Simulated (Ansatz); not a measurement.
## Effect of biaxial strain +1.37 %, plane normal [001], relaxed out of plane on Ti3SiC2

Start from Ti3SiC2 (space group P6_3/mmc, No. 194; a = 3.067 Å, c = 17.676 Å). Axes: x lies along a and z along c of the hexagonal cell.

Now apply this change: biaxial strain +1.37 %, plane normal [001], relaxed out of plane (Cartesian); in-plane vectors clamped, the third vector and the atoms free.

All numbers come from r2SCAN (Ansatz, a first-principles code, PAW, no spin-orbit coupling). Γ-centred 14×14×3 mesh, Fermi–Dirac width 0.05 eV.

| quantity | base | changed | shift |
|---|---|---|---|
| volume per atom | 12.00 Å³ | 12.24 Å³ | +0.24 Å³ |
| space group | P6_3/mmc (No. 194) | P6_3/mmc (No. 194) | – |
| shortest interatomic distance | 2.089 Å | 2.102 Å | +0.013 Å |
| band gap | zero | zero | – |
| out-of-plane strain (rough) | – | -0.76 % | – |
| mean in-plane stress (compression positive) (rough) | – | -5.4 GPa | – |

Without a gap, meshes like the base's 14×14×3 leave anisotropic stresses uncertain by several tenths of a GPa, and small strain energies with them. No phonon test of stability was made. All final runs are without spin polarisation.
